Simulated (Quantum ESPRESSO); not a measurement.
# ZrS2 under changes of volume

One of the cells (23.763 Å³/atom); the others are scaled copies at fixed shape and fractional positions:

```
CELL_PARAMETERS angstrom
3.69138 0.00000 0.00000
-1.84569 3.19683 0.00000
0.00000 0.00000 6.04108
ATOMIC_POSITIONS crystal
Zr 0.00000 0.00000 0.00000
S 0.33333 0.66667 0.23791
S 0.66667 0.33333 0.76209
```

The cell is a database's computed one.

```yaml
Program: Quantum ESPRESSO 7.5
Functional: PBEsol
Potentials_or_basis: PseudoDojo 0.4.1 SR PBEsol standard
Cutoff: 898 eV
Density_cutoff: 3592 eV
k_mesh: 8 × 8 × 5
Occupations: fermi-dirac, width 0.05 eV
Spin: no spin polarisation
```

```tsv
volume (Å³/atom)	energy over the lowest point (meV/atom)	pressure (GPa)	gap on the mesh (eV)	largest force (eV/Å)
22.337	7.62	3.4	0.94	0.613
22.813	?	?	?	?
23.288	0.00	-0.7	0.97	0.090
23.763	4.77	-2.5	0.98	0.143
24.238	14.51	-4.1	0.99	0.360
24.714	28.72	-5.5	1.00	0.562
25.189	46.97	-6.8	1.01	0.750
```

**Question.** What does the run at 22.813 Å³/atom give?

**Answer.** Energy over the lowest point 0.75 meV/atom; pressure 1.2 GPa; gap on the mesh 0.95 eV; largest force 0.342 eV/Å.

Worked out: A Birch-Murnaghan fit of order 3 (a polynomial in V^(-2/3)) to the other rows has its minimum at 23.11 Å³/atom with B0 = V·E''(V) = 94 GPa and B' = 4.1 at fixed shape and positions, which overstates the stiffness. It gives 0.74 meV/atom at 22.813 Å³/atom, against the run's 0.75, and -dE/dV = 1.2 GPa, against 1.2. A straight line through the other rows of the gap, of slope 0.572 eV per unit of ln V, gives 0.95 eV, against the run's 0.95.

Energies are extrapolated to zero smearing.

Caveats: an odd mesh through Γ misses points on the zone boundary, where band edges often lie; this functional lacks dispersion, which binds the layers, so the pressure and a relaxed spacing across them are unreliable. Spin-orbit coupling on Zr is left out.
